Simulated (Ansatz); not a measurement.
Input and command of a plane-wave DFT calculation in Ansatz:

```yaml
crystal:
  lattice:
    - [-3.9939696152, 0.0, 0.0]
    - [0.0, -3.9939696152, 0.0]
    - [-0.3326976689, 0.3326976689, 11.9823115418]
  atoms:
    - { symbol: Ba, position: [-0.076356945, 1.076356945, 0.91665] }
    - { symbol: Ba, position: [-0.0208236117, 1.0208236117, 0.2499833333] }
    - { symbol: Ba, position: [-0.0485902783, 1.0485902783, 0.5833166667] }
    - { symbol: Ti, position: [0.4930597217, 0.5069402783, 0.0833166667] }
    - { symbol: Ti, position: [0.465293055, 0.534706945, 0.41665] }
    - { symbol: Ti, position: [0.4375263883, 0.5624736117, 0.7499833333] }
    - { symbol: O, position: [0.4791763883, 0.5208236117, 0.2499833333] }
    - { symbol: O, position: [0.4514097217, 0.5485902783, 0.5833166667] }
    - { symbol: O, position: [0.423643055, 0.576356945, 0.91665] }
    - { symbol: O, position: [0.4930597217, 0.0069402783, 0.0833166667] }
    - { symbol: O, position: [0.465293055, 0.034706945, 0.41665] }
    - { symbol: O, position: [0.4375263883, 0.0624736117, 0.7499833333] }
    - { symbol: O, position: [0.9930597217, 0.5069402783, 0.0833166667] }
    - { symbol: O, position: [0.965293055, 0.534706945, 0.41665] }
    - { symbol: O, position: [0.9375263883, 0.5624736117, 0.7499833333] }
basis:
  ecutwfc: 500
kpoints:
  mp_grid: { grid: [7, 7, 3] }
hamiltonian:
  xc: r2scan
scf:
  occupations: { method: gaussian, width: 0.05 }
output:
  forces: true
  stress: true
  eigenvalues: true
```

```bash
ansatz run input.yaml --threads 2 --pin off --max-ram 5120MiB --backend cpu --events-out ev --progress --plain --runs-dir out
```

Processor: Arm Neoverse V1, 2 threads, on a host shared with other jobs.

Question: Estimate time, memory and problem size.

Answer: About 69 s on 2 threads of Arm Neoverse V1, with other jobs on the host, peak memory 1.1 GiB. It solves 75 bands at 44 k points (the mesh reduced by symmetry) with about 4861 plane waves, in 10 SCF iterations.
